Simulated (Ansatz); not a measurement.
Si2Mo: relaxation of cell and atoms with LDA

Si2Mo:

```xyz
9
Lattice="4.5855 0.0000 0.0000 -2.2927 3.9711 0.0000 0.0000 0.0000 6.5798" Properties=species:S:1:pos:R:3 pbc="T T T"
Mo    1.1464    1.9856    5.4831
Mo   -1.1464    1.9856    1.0966
Mo    2.2927    0.0000    3.2899
Si    0.0000    1.3015    3.2899
Si    1.1656    3.3204    1.0966
Si    3.4583    0.6508    5.4831
Si    2.2927    2.6696    3.2899
Si    1.1272    0.6508    1.0966
Si   -1.1656    3.3204    5.4831
```

Measurements of this composition are mostly on another form, of space group No. 139.

```json
{
 "Program": "Ansatz 0.2.0",
 "Task": "relaxation of cell and atoms",
 "Functional": "LDA",
 "Potentials or basis": "Ansatz PAW",
 "Cutoff": "420 eV (not typed: the program's choice for these potentials)",
 "k mesh": "7 × 7 × 4",
 "Occupations": "fermi-dirac, width 0.05 eV",
 "Spin": "no spin polarisation"
}
```

| Property | Result |
| --- | --- |
| Relaxed volume | 13.01 Å³/atom |
| Relaxed cell | a = 4.551 Å, b = 4.551 Å, c = 6.531 Å, α = 90.00°, β = 90.00°, γ = 120.00° |
| Space group after relaxing (to 0.05 Å) | P6_222 (No. 180) |
| Energy gained by relaxing | 4.8 meV/atom |
| Ionic steps | 5 |
| Pressure after relaxing | 0.0 GPa |
| Band gap on the k mesh | 0.24 eV, indirect (least direct gap 0.62 eV) |

Step by step:
| step | energy change (eV) | largest force (eV/Å) | volume (Å³) |
| --- | --- | --- | --- |
| 1 | 0.0000 | 0.0543 | 119.81 |
| 2 | -0.0398 | 0.0388 | 116.38 |
| 3 | -0.0433 | 0.0039 | 117.16 |
| 4 | -0.0434 | 0.0002 | 117.13 |
| 5 | -0.0428 | 0.0002 | 117.13 |

Final structure:
```yaml
crystal:
  lattice:
    - [4.55087, 0.00000, 0.00000]
    - [-2.27544, 3.94117, 0.00000]
    - [0.00000, 0.00000, 6.53060]
  atoms:
    - { symbol: Mo, position: [0.50000, 0.50000, 0.83333] }
    - { symbol: Mo, position: [0.00000, 0.50000, 0.16667] }
    - { symbol: Mo, position: [0.50000, 0.00000, 0.50000] }
    - { symbol: Si, position: [0.16422, 0.32844, 0.50000] }
    - { symbol: Si, position: [0.67156, 0.83578, 0.16667] }
    - { symbol: Si, position: [0.83578, 0.16422, 0.83333] }
    - { symbol: Si, position: [0.83578, 0.67156, 0.50000] }
    - { symbol: Si, position: [0.32844, 0.16422, 0.16667] }
    - { symbol: Si, position: [0.16422, 0.83578, 0.83333] }
```

Levels at points of the mesh, in eV from the valence-band top:
| k point | band 31 | band 32 | band 33 | band 34 | band 35 | band 36 |
| --- | --- | --- | --- | --- | --- | --- |
| (0.00, 0.00, 0.00) | -2.66 | -2.01 | -0.76 | 2.12 | 2.51 | 2.51 |
| (0.00, 0.00, -0.50) | -1.96 | -0.66 | -0.66 | 2.00 | 2.44 | 2.44 |

Run time: 15 s on 4 threads of Arm Neoverse V2, with other jobs on the host, peak memory 0.46 GiB.

Caveat: odd divisions of the mesh miss points on the zone boundary, where band edges often lie, so the gap on the mesh can be too wide; the plane-wave basis is chosen anew once the cell has moved, so the energies of steps on either side of that aren't comparable; the PAW data sets come from PBE, with cores solved anew for the run's functional, which leaves a small shift of forces and pressure. A k mesh can miss the band edges.
